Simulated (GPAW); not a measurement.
# CoO (Fm-3m) in GPAW: notebook

Runs on CoO. Level: LDA. Tasks: magnons.

Everything below comes from runs of GPAW 26.7.0. Logs are shortened: lines on timing, memory, paths and dates and some standing lists are left out, and cuts for length are marked. The log counts tension as positive stress, the text compression.

## Step 1: The crystal as given

It takes space group Fm-3m (No. 225, cubic). The conventional cell has a = 4.291 Å, b = 4.291 Å, c = 4.291 Å, α = 90.00°, β = 90.00°, γ = 90.00°. Co (site symmetry m-3m) is surrounded by 6 O at 2.15 Å. O (site symmetry m-3m) is surrounded by 6 Co at 2.15 Å.

## Step 2: Magnons, LDA, collinear spin, ferromagnetic start

run.py

```python
import numpy as np
from ase import Atoms
from ase.dft.bandgap import bandgap
from ase.io import write
from gpaw import GPAW, PW
from gpaw.response import ResponseContext, ResponseGroundStateAdapter
from gpaw.response.chiks import ChiKSCalculator
from gpaw.response.heisenberg import calculate_fm_magnon_energies
from gpaw.response.localft import LocalFTCalculator
from gpaw.response.mft import IsotropicExchangeCalculator
from gpaw.response.site_kernels import SphericalSiteKernels

atoms = Atoms(['Co', 'O'],
              cell=[[0.0, 2.1456163054, 2.1456163054],
                    [2.1456163054, 0.0, 2.1456163054],
                    [2.1456163054, 2.1456163054, 0.0]],
              scaled_positions=[[0.0, 0.0, 0.0],
                                [0.5, 0.5, 0.5]],
              pbc=True)
atoms.set_initial_magnetic_moments([3.0, 0.0])

calc = GPAW(mode=PW(600),
            xc='LDA',
            kpts={'size': (9, 9, 9), 'gamma': True},
            occupations={'name': 'fermi-dirac', 'width': 0.05},
            nbands=17,
            convergence={'density': 0.0001},
            maxiter=150,
            txt='gpaw.txt')
atoms.calc = calc
energy = atoms.get_potential_energy()
calc.write('gs.gpw')
write('result.traj', atoms)
print(f'Energy: {energy:.6f} eV')
print('Moments:', calc.get_magnetic_moments().round(3))
print('Fermi level:', round(calc.get_fermi_level(), 4), 'eV')
print(f'Gap: {bandgap(calc)[0]:.4f} eV, direct: {bandgap(calc, direct=True)[0]:.4f} eV')

dense = calc.fixed_density(kpts={'size': (8, 8, 8), 'gamma': True},
                           nbands=32, convergence={'bands': 26, 'eigenstates': 1e-12},
                           update_fermi_level=True, maxiter=300, txt='dense.txt')
dense.write('dense.gpw', mode='all')

sites = [0]
moments = calc.get_magnetic_moments()[sites]
q_qc = np.array([[0.0, 0.0, 0.0], [0.125, 0.0, 0.0], [0.25, 0.0, 0.0], [0.5, 0.0, 0.0], [0.125, 0.125, 0.0], [0.25, 0.25, 0.0], [0.5, 0.5, 0.0]])
gs = ResponseGroundStateAdapter.from_gpw_file('dense.gpw')
context = ResponseContext(txt='mft.txt')
chiks = ChiKSCalculator(gs, context, ecut=150, nbands=26, gammacentered=True)
exchange = IsotropicExchangeCalculator(chiks, LocalFTCalculator.from_rshe_parameters(gs, context))
kernels = SphericalSiteKernels(atoms.positions[sites], [[1.019] * len(sites)])
J_qab = np.array([exchange(q_c, kernels)[..., 0] for q_c in q_qc])
E_qn = calculate_fm_magnon_energies(J_qab, q_qc, moments)
np.savetxt('exchange.dat', np.c_[q_qc, 1000 * J_qab.real.reshape((len(q_qc), -1))], fmt='%.4f')
np.savetxt('magnons.dat', np.c_[q_qc, 1000 * E_qn.real], fmt='%.4f')
for q_c, E_n in zip(q_qc, E_qn):
    print(q_c.round(4), 'magnon energies (meV):', (1000 * E_n.real).round(2))
```

Potentials or basis: the program's PAW data sets (release 1.2.1) made for this functional, pw.

Run with:

```bash
OMP_NUM_THREADS=1 python run.py
```

gpaw.txt:

```text
__  _  _
 | _ |_)|_||  |
 |__||  | ||/\| - 26.7.0

Input parameters:
  mode=PW(ecut=600.0),
  convergence={'density': 0.0001},
  kpts=MonkhorstPack(size=(9, 9, 9), gamma=True),
  maxiter=150,
  nbands=17,
  occupations=Occupations(name='fermi-dirac', width=0.05),
  xc=XC(name='LDA')

Diagonalizing LCAO Hamiltonian
Converting LCAO to pw mode

              O

       Co

Atoms  # Å, Bohr magnetons
|   | symbol |        x |        y |        z |    initial magnetic moments |
|---|--------|----------|----------|----------|-----------------------------|
| 0 |     Co | 0.000000 | 0.000000 | 0.000000 | ( 0.0000,  0.0000,  3.0000) |
| 1 |      O | 2.145616 | 2.145616 | 2.145616 | ( 0.0000,  0.0000,  0.0000) |

Unit cell  # Å
| periodic |        x |        y |        z |  lengths |    angles |
|----------|----------|----------|----------|----------|-----------|
|      yes | 0.000000 | 2.145616 | 2.145616 | 3.034360 | 60.000000 |
|      yes | 2.145616 | 0.000000 | 2.145616 | 3.034360 | 60.000000 |
|      yes | 2.145616 | 2.145616 | 0.000000 | 3.034360 | 60.000000 |

Number of symmetries: 48
Symmetry operations  # r_c * U_cc + t_c -> r_c
|    | kind |            matrix            |
|----|------|------------------------------|
|  0 |  σ   |  1, 0, 0,  1, 0,-1,  1,-1, 0 |
|  1 |  C2  |  1, 0, 0,  1,-1, 0,  1, 0,-1 |
|  2 |  E   |  1, 0, 0,  0, 1, 0,  0, 0, 1 |
|  3 |  σ   |  1, 0, 0,  0, 0, 1,  0, 1, 0 |
|  4 |  C4  |  1, 0,-1,  1, 0, 0,  1,-1, 0 |
|  5 |  S6  |  1, 0,-1,  1,-1, 0,  1, 0, 0 |
|  6 |  σ   |  1, 0,-1,  0, 1,-1,  0, 0,-1 |
|  7 |  C3  |  1, 0,-1,  0, 0,-1,  0, 1,-1 |
|  8 |  S6  |  1,-1, 0,  1, 0, 0,  1, 0,-1 |
|  9 |  C4  |  1,-1, 0,  1, 0,-1,  1, 0, 0 |
| 10 |  C3  |  1,-1, 0,  0,-1, 1,  0,-1, 0 |
| 11 |  σ   |  1,-1, 0,  0,-1, 0,  0,-1, 1 |
| 12 |  σ   |  0, 1, 0,  1, 0, 0,  0, 0, 1 |
| 13 |  C4  |  0, 1, 0,  0, 1,-1, -1, 1, 0 |
| 14 |  C3  |  0, 1, 0,  0, 0, 1,  1, 0, 0 |
| 15 |  S6  |  0, 1, 0, -1, 1, 0,  0, 1,-1 |
| 16 |  C2  |  0, 1,-1,  1, 0,-1,  0, 0,-1 |
| 17 |  σ   |  0, 1,-1,  0, 1, 0, -1, 1, 0 |
| 18 |  S4  |  0, 1,-1,  0, 0,-1,  1, 0,-1 |
| 19 |  C4  |  0, 1,-1, -1, 1, 0,  0, 1, 0 |
| 20 |  C3  |  0, 0, 1,  1, 0, 0,  0, 1, 0 |
| 21 |  σ   |  0, 0, 1,  0, 1, 0,  1, 0, 0 |
| 22 |  S6  |  0, 0, 1,  0,-1, 1, -1, 0, 1 |
| 23 |  C4  |  0, 0, 1, -1, 0, 1,  0,-1, 1 |
| 24 |  S4  |  0, 0,-1,  1, 0,-1,  0, 1,-1 |
| 25 |  C3  |  0, 0,-1,  0, 1,-1,  1, 0,-1 |
| 26 |  C2  |  0, 0,-1,  0,-1, 0, -1, 0, 0 |
| 27 |  S6  |  0, 0,-1, -1, 0, 0,  0,-1, 0 |
| 28 |  S4  |  0,-1, 1,  1,-1, 0,  0,-1, 0 |
| 29 |  C4  |  0,-1, 1,  0, 0, 1, -1, 0, 1 |
| 30 |  C2  |  0,-1, 1,  0,-1, 0,  1,-1, 0 |
| 31 |  σ   |  0,-1, 1, -1, 0, 1,  0, 0, 1 |
| 32 |  C3  |  0,-1, 0,  1,-1, 0,  0,-1, 1 |
| 33 |  S6  |  0,-1, 0,  0, 0,-1, -1, 0, 0 |
| 34 |  S4  |  0,-1, 0,  0,-1, 1,  1,-1, 0 |
| 35 |  C2  |  0,-1, 0, -1, 0, 0,  0, 0,-1 |
| 36 |  C2  | -1, 1, 0,  0, 1, 0,  0, 1,-1 |
| 37 |  S6  | -1, 1, 0,  0, 1,-1,  0, 1, 0 |
| 38 |  S4  | -1, 1, 0, -1, 0, 1, -1, 0, 0 |
| 39 |  C3  | -1, 1, 0, -1, 0, 0, -1, 0, 1 |
| 40 |  S6  | -1, 0, 1,  0, 0, 1,  0,-1, 1 |
| 41 |  C2  | -1, 0, 1,  0,-1, 1,  0, 0, 1 |
| 42 |  C3  | -1, 0, 1, -1, 1, 0, -1, 0, 0 |
| 43 |  S4  | -1, 0, 1, -1, 0, 0, -1, 1, 0 |
[... 68 lines left out ...]
    |   4s |  2.000 |      -5.672 |    1.005 |
    |   4p |  0.000 |      -1.387 |    1.058 |
    |   3d |  7.000 |      -8.461 |    1.005 |
    |    s |        |      21.539 |    1.005 |
    |    p |        |      25.825 |    1.058 |
    |    d |        |      18.750 |    1.005 |

    Using partial waves for Co as LCAO basis

  O:
    name:    Oxygen
    Z:       8.0
    valence: 6
    core:    2
    charge:  0.0  # [|e|]
    compensation charges:
      type: gauss
      rc: 0.21  # [Å]
      lmax: 2
    cutoffs:
      filter: 1.17  # [Å]
      core: 0.83  # [Å]
    projectors
    | kind |    occ | energy [eV] | rcut [Å] |
    |------|--------|-------------|----------|
    |   2s |  2.000 |     -23.752 |    0.688 |
    |   2p |  4.000 |      -9.195 |    0.598 |
    |    s |        |       3.459 |    0.688 |
    |    p |        |      18.016 |    0.598 |
    |    d |        |       0.000 |    0.619 |

    Using partial waves for O as LCAO basis

Reference energy: -39866.174772  # eV

eigensolver:
  PPCG
  Converge bands: occupied
  niter=2

density mixing:
  MSR1-Mixer
  Pratt-step length: 0.05
  Maximum mixing coefficient: 0.75
  Old densities: 10
  SVD Regularization: 0.005
  Good broyden scale: 1.0
  Trust region scale: 1.0
  Backstep threshold: 4.0
  History deletion threshold: 6.0
  Fourier metric: weight=20.0, sigma=0.015

occupation numbers:
  Fermi-Dirac:
    width: 0.0500  # eV

poisson solver:
  ecut: 4800.0  # eV

xc functional:
  name: None

convergence criteria:
- Maximum integral of absolute [dens]ity change: 0.0001 electrons / valence electron
- Maximum [total energy] change in last 3 cyles: 0.0005 eV / valence electron
- Maximum integral of absolute [eigenst]ate change: 4e-08 eV^2 / valence electron
maximum number of iterations: 150

SCF iterations
|iter     | |      energy | eigst |  dens |  magmom |
|---------|-|-------------|-------|-------|---------|
|iter:   1| |  -16.564233 | -0.03 |       |  +3.0020|
|iter:   2| |  -16.365509 | -2.00 | -0.91 |  +3.0019|
|iter:   3| |  -15.989643 | -2.16 | -0.96 |  +3.0010|
|iter:   4| |  -16.018770 | -2.77 | -1.27 |  +2.9320|
|iter:   5| |  -16.022986 | -3.02 | -1.56 |  +2.9319|
|iter:   6| |  -16.027361 | -3.61 | -1.66 |  +2.8819|
|iter:   7| |  -16.027755c| -5.10 | -2.51 |  +2.8889|
|iter:   8| |  -16.027974c| -5.42 | -2.81 |  +2.9002|
|iter:   9| |  -16.028030c| -5.61 | -2.98 |  +2.9119|
|iter:  10| |  -16.028037c| -7.33 | -3.87 |  +2.9135|
|iter:  11| |  -16.028038c| -7.61c| -4.42c|  +2.9135|

Converged in 11 steps
Energy contributions relative to reference atoms: (reference = -39866.174772)

Energy contributions:
  Kinetic:          19.710202
  Coulomb:         -17.402292
  Zero:              0.063453
  External:          0.000000
  Xc:              -18.382583
  Entropy:          -0.033636
  Spinorbit:         0.000000
  ----------------------------
  Free energy:     -16.044856
  Extrapolated:    -16.028038

dipole moment: (-11.502188, -11.502188, -11.502188)  # |e|*Ang

Total magnetic moment: (0.000000, 0.000000, 2.913548)

Local magnetic moments
|        x |        y |        z |
|----------|----------|----------|
| 0.000000 | 0.000000 | 2.477926 |  # Co   0
| 0.000000 | 0.000000 | 0.250856 |  # O    1

Fermi level: 8.117
Eigenvalues  # (at kpt = [0.000, 0.000, 0.000])
| band index |      eig [eV] | occ [0-1] |      eig [eV] | occ [0-1] |
|------------|---------------|-----------|---------------|-----------|
|          0 |       -11.879 |     1.000 |       -11.332 |     1.000 |
|          1 |         4.821 |     1.000 |         5.434 |     1.000 |
|          2 |         4.821 |     1.000 |         5.434 |     1.000 |
|          3 |         4.821 |     1.000 |         5.434 |     1.000 |
|          4 |         5.006 |     1.000 |         7.057 |     1.000 |
|          5 |         5.006 |     1.000 |         7.057 |     1.000 |
[... 9 lines left out ...]
|         15 |        28.682 |     0.000 |        29.574 |     0.000 |
|         16 |        28.682 |     0.000 |        29.574 |     0.000 |

No gap
No difference between direct/indirect transitions
# Writing to gs.gpw (mode='')
```

stdout:

```text
Energy: -16.028038 eV
Moments: [2.478 0.251]
Fermi level: 8.1171 eV
Gap: 0.0000 eV, direct: 0.0000 eV
[0. 0. 0.] magnon energies (meV): [0.]
[0.125 0.    0.   ] magnon energies (meV): [-30.58]
[0.25 0.   0.  ] magnon energies (meV): [-118.64]
[0.5 0.  0. ] magnon energies (meV): [-431.72]
[0.125 0.125 0.   ] magnon energies (meV): [-36.09]
[0.25 0.25 0.  ] magnon energies (meV): [-45.07]
[0.5 0.5 0. ] magnon energies (meV): [261.21]
```

Wall time 95 s (1 thread of Intel Xeon 6975P-C (Granite Rapids), shared host); peak memory 0.35 GiB.

What came out:

```yaml
Free_energy: -16.0449 eV
Band_gap_on_the_k_mesh: none (metal or under the smearing width)
Net_moment: 2.91 μB per cell
Site_moments: Co +2.48; O +0.25 μB
```

Caveat: the number of bands moves the energies at small q by some ten meV; the exchange constants hang on this mesh and on the site radius; magnon energies are noisy on this mesh; a cell with one magnetic atom can't hold antiferromagnetic order, which such compounds often take; semilocal functionals often make such compounds metallic where correlation or magnetic order opens a gap, which also shifts bond lengths. With open d or f shells a metallic result of LDA can be an artefact of self-interaction; +U or a hybrid may open a gap.

## Step 3: Magnons, LDA, collinear spin, ferromagnetic start

This run uses another cell than the first one, of 9.68 Å³/atom, 0.980 times its volume.

Changes to run.py since step 2:

```diff
@@ -13,5 +13,5 @@
 atoms = Atoms(['Co', 'O'],
-              cell=[[0.0, 2.1456163054, 2.1456163054],
-                    [2.1456163054, 0.0, 2.1456163054],
-                    [2.1456163054, 2.1456163054, 0.0]],
+              cell=[[0.0, 2.1315, 2.1315],
+                    [2.1315, 0.0, 2.1315],
+                    [2.1315, 2.1315, 0.0]],
               scaled_positions=[[0.0, 0.0, 0.0],
@@ -50,3 +50,3 @@
 exchange = IsotropicExchangeCalculator(chiks, LocalFTCalculator.from_rshe_parameters(gs, context))
-kernels = SphericalSiteKernels(atoms.positions[sites], [[1.019] * len(sites)])
+kernels = SphericalSiteKernels(atoms.positions[sites], [[1.012] * len(sites)])
 J_qab = np.array([exchange(q_c, kernels)[..., 0] for q_c in q_qc])
```

Potentials or basis: the program's PAW data sets (release 1.2.1) made for this functional, pw.

Run with:

```bash
OMP_NUM_THREADS=1 python run.py
```

gpaw.txt:

```text
__  _  _
 | _ |_)|_||  |
 |__||  | ||/\| - 26.7.0

Input parameters:
  mode=PW(ecut=600.0),
  convergence={'density': 0.0001},
  kpts=MonkhorstPack(size=(9, 9, 9), gamma=True),
  maxiter=150,
  nbands=17,
  occupations=Occupations(name='fermi-dirac', width=0.05),
  xc=XC(name='LDA')

Diagonalizing LCAO Hamiltonian
Converting LCAO to pw mode

              O

       Co

Atoms  # Å, Bohr magnetons
|   | symbol |        x |        y |        z |    initial magnetic moments |
|---|--------|----------|----------|----------|-----------------------------|
| 0 |     Co | 0.000000 | 0.000000 | 0.000000 | ( 0.0000,  0.0000,  3.0000) |
| 1 |      O | 2.131500 | 2.131500 | 2.131500 | ( 0.0000,  0.0000,  0.0000) |

Unit cell  # Å
| periodic |        x |        y |        z |  lengths |    angles |
|----------|----------|----------|----------|----------|-----------|
|      yes | 0.000000 | 2.131500 | 2.131500 | 3.014396 | 60.000000 |
|      yes | 2.131500 | 0.000000 | 2.131500 | 3.014396 | 60.000000 |
|      yes | 2.131500 | 2.131500 | 0.000000 | 3.014396 | 60.000000 |

Number of symmetries: 48
Symmetry operations  # r_c * U_cc + t_c -> r_c
|    | kind |            matrix            |
|----|------|------------------------------|
|  0 |  σ   |  1, 0, 0,  1, 0,-1,  1,-1, 0 |
|  1 |  C2  |  1, 0, 0,  1,-1, 0,  1, 0,-1 |
|  2 |  E   |  1, 0, 0,  0, 1, 0,  0, 0, 1 |
|  3 |  σ   |  1, 0, 0,  0, 0, 1,  0, 1, 0 |
|  4 |  C4  |  1, 0,-1,  1, 0, 0,  1,-1, 0 |
|  5 |  S6  |  1, 0,-1,  1,-1, 0,  1, 0, 0 |
|  6 |  σ   |  1, 0,-1,  0, 1,-1,  0, 0,-1 |
|  7 |  C3  |  1, 0,-1,  0, 0,-1,  0, 1,-1 |
|  8 |  S6  |  1,-1, 0,  1, 0, 0,  1, 0,-1 |
|  9 |  C4  |  1,-1, 0,  1, 0,-1,  1, 0, 0 |
| 10 |  C3  |  1,-1, 0,  0,-1, 1,  0,-1, 0 |
| 11 |  σ   |  1,-1, 0,  0,-1, 0,  0,-1, 1 |
| 12 |  σ   |  0, 1, 0,  1, 0, 0,  0, 0, 1 |
| 13 |  C4  |  0, 1, 0,  0, 1,-1, -1, 1, 0 |
| 14 |  C3  |  0, 1, 0,  0, 0, 1,  1, 0, 0 |
| 15 |  S6  |  0, 1, 0, -1, 1, 0,  0, 1,-1 |
| 16 |  C2  |  0, 1,-1,  1, 0,-1,  0, 0,-1 |
| 17 |  σ   |  0, 1,-1,  0, 1, 0, -1, 1, 0 |
| 18 |  S4  |  0, 1,-1,  0, 0,-1,  1, 0,-1 |
| 19 |  C4  |  0, 1,-1, -1, 1, 0,  0, 1, 0 |
| 20 |  C3  |  0, 0, 1,  1, 0, 0,  0, 1, 0 |
| 21 |  σ   |  0, 0, 1,  0, 1, 0,  1, 0, 0 |
| 22 |  S6  |  0, 0, 1,  0,-1, 1, -1, 0, 1 |
| 23 |  C4  |  0, 0, 1, -1, 0, 1,  0,-1, 1 |
| 24 |  S4  |  0, 0,-1,  1, 0,-1,  0, 1,-1 |
| 25 |  C3  |  0, 0,-1,  0, 1,-1,  1, 0,-1 |
| 26 |  C2  |  0, 0,-1,  0,-1, 0, -1, 0, 0 |
| 27 |  S6  |  0, 0,-1, -1, 0, 0,  0,-1, 0 |
[... 107 lines left out ...]
    | kind |    occ | energy [eV] | rcut [Å] |
    |------|--------|-------------|----------|
    |   2s |  2.000 |     -23.752 |    0.688 |
    |   2p |  4.000 |      -9.195 |    0.598 |
    |    s |        |       3.459 |    0.688 |
    |    p |        |      18.016 |    0.598 |
    |    d |        |       0.000 |    0.619 |

    Using partial waves for O as LCAO basis

Reference energy: -39866.174772  # eV

eigensolver:
  PPCG
  Converge bands: occupied
  niter=2

density mixing:
  MSR1-Mixer
  Pratt-step length: 0.05
  Maximum mixing coefficient: 0.75
  Old densities: 10
  SVD Regularization: 0.005
  Good broyden scale: 1.0
  Trust region scale: 1.0
  Backstep threshold: 4.0
  History deletion threshold: 6.0
  Fourier metric: weight=20.0, sigma=0.015

occupation numbers:
  Fermi-Dirac:
    width: 0.0500  # eV

poisson solver:
  ecut: 4800.0  # eV

xc functional:
  name: None

convergence criteria:
- Maximum integral of absolute [dens]ity change: 0.0001 electrons / valence electron
- Maximum [total energy] change in last 3 cyles: 0.0005 eV / valence electron
- Maximum integral of absolute [eigenst]ate change: 4e-08 eV^2 / valence electron
maximum number of iterations: 150

SCF iterations
|iter     | |      energy | eigst |  dens |  magmom |
|---------|-|-------------|-------|-------|---------|
|iter:   1| |  -16.605732 | -0.00 |       |  +3.0020|
|iter:   2| |  -16.409585 | -2.00 | -0.92 |  +3.0019|
|iter:   3| |  -16.037526 | -2.15 | -0.96 |  +3.0009|
|iter:   4| |  -16.066293 | -2.74 | -1.26 |  +2.9131|
|iter:   5| |  -16.070973 | -3.01 | -1.56 |  +2.9034|
|iter:   6| |  -16.074556 | -3.57 | -1.64 |  +2.8345|
|iter:   7| |  -16.074764c| -5.43 | -2.52 |  +2.8315|
|iter:   8| |  -16.074789c| -5.77 | -3.07 |  +2.8335|
|iter:   9| |  -16.074803c| -6.08 | -3.29 |  +2.8396|
|iter:  10| |  -16.074804c| -7.84c| -4.04c|  +2.8407|

Converged in 10 steps
Energy contributions relative to reference atoms: (reference = -39866.174772)

Energy contributions:
  Kinetic:          20.915841
  Coulomb:         -18.357667
  Zero:              0.065308
  External:          0.000000
  Xc:              -18.681598
  Entropy:          -0.033378
  Spinorbit:         0.000000
  ----------------------------
  Free energy:     -16.091493
  Extrapolated:    -16.074804

dipole moment: (-11.425333, -11.425333, -11.425333)  # |e|*Ang

Total magnetic moment: (0.000000, 0.000000, 2.840731)

Local magnetic moments
|        x |        y |        z |
|----------|----------|----------|
| 0.000000 | 0.000000 | 2.426832 |  # Co   0
| 0.000000 | 0.000000 | 0.238472 |  # O    1

Fermi level: 8.408
Eigenvalues  # (at kpt = [0.000, 0.000, 0.000])
| band index |      eig [eV] | occ [0-1] |      eig [eV] | occ [0-1] |
|------------|---------------|-----------|---------------|-----------|
|          0 |       -11.776 |     1.000 |       -11.254 |     1.000 |
|          1 |         5.017 |     1.000 |         5.602 |     1.000 |
|          2 |         5.017 |     1.000 |         5.602 |     1.000 |
|          3 |         5.017 |     1.000 |         5.602 |     1.000 |
|          4 |         5.314 |     1.000 |         7.302 |     1.000 |
|          5 |         5.314 |     1.000 |         7.302 |     1.000 |
[... 9 lines left out ...]
|         15 |        29.324 |     0.000 |        30.204 |     0.000 |
|         16 |        29.324 |     0.000 |        30.204 |     0.000 |

No gap
No difference between direct/indirect transitions
# Writing to gs.gpw (mode='')
```

Run time: 99 s. Hardware: 1 thread of Intel Xeon 6975P-C (Granite Rapids), shared host; peak memory 0.33 GiB.

Results:

| Property | Result |
| --- | --- |
| Free energy | -16.0915 eV |
| Band gap on the k mesh | none (metal or under the smearing width) |
| Net moment | 2.84 μB per cell |
| Site moments | Co +2.43; O +0.24 μB |

Caveat: the number of bands moves the energies at small q by some ten meV; the exchange constants hang on this mesh and on the site radius; magnon energies are noisy on this mesh; a cell with one magnetic atom can't hold antiferromagnetic order, which such compounds often take; semilocal functionals often make such compounds metallic where correlation or magnetic order opens a gap, which also shifts bond lengths.
